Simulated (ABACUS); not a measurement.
The system is Ir.

```xyz
1
Lattice="2.7091 0.0000 0.0000 1.3545 2.3461 0.0000 1.3545 0.7820 2.2119" Properties=species:S:1:pos:R:3 pbc="T T T"
Ir    0.0000    0.0000    0.0000
```

Base run:

```yaml
Program: ABACUS 3.10.1
Functional: PBEsol
Potentials_or_basis: SG15 ONCV 1.2 PBE
Cutoff: 925 eV
Density_cutoff: 3701 eV
Basis: plane waves
k_mesh: 10 × 10 × 10
Occupations: fermi-dirac, width 0.05 eV
Spin: no spin polarisation
```

Its results: band gap on the k mesh none (metal or under the smearing width); pressure 0.2 GPa.

Question: The run is repeated on the same cell with these changes: functional from PBEsol to SOGGA; potentials or basis from SG15 ONCV 1.2 PBE to PseudoDojo NC SR 0.4.1 PBE standard. What comes out?

Answer: Band gap on the k mesh none (metal or under the smearing width); pressure -4.2 GPa.

Caveats: the potentials were made for another functional, which shifts forces and pressure.

Not every run made on this cell is shown here.
